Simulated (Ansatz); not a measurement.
Lu: a sweep of one setting

```xyz
2
Lattice="3.5099 0.0000 0.0000 -1.7549 3.0397 0.0000 0.0000 0.0000 5.5666" Properties=species:S:1:pos:R:3 pbc="T T T"
Lu    0.0000    2.0264    1.3917
Lu    1.7549    1.0132    4.1749
```

Atom numbers follow the list: Lu1, Lu2.

The cell is COD entry 1538083, as deposited and not checked against the literature; nothing was relaxed.

No spin–orbit coupling, which matters for the heavy atoms here.

All numbers below come from Ansatz 0.2.0, DFT, PBE, PAW with Ansatz's default frozen-core files, scalar-relativistic.

Numerical set-up: a Γ-centred 13×13×8 k mesh, Fermi–Dirac smearing of 0.03 eV, cutoff 420 eV, no spin polarisation. One setting is then changed at a time.

P includes the program's estimate of the Pulay (finite-basis) term, listed apart; without it the pressure would be far more sensitive to the cutoff.

```csv
PAW cutoff (eV),free energy less the base's (meV/atom),P (GPa),Pulay term in P (GPa),Vzz Lu2 (10²¹ V/m²)
420 (base),0.0,-0.90,0.04,4.56
150,42175,37.13,822.55,3.39
200,7928,5.28,213.16,3.82
250,816,0.32,?,4.38
300,33.6,-0.83,?,4.55
500,-0.9,-0.90,0.01,4.55
```

Q: Fill in "Pulay term in P (GPa)" for the row "250".

A: 41.71.

Q: What belongs in the row "300", column "Pulay term in P (GPa)"?

A: 2.47.
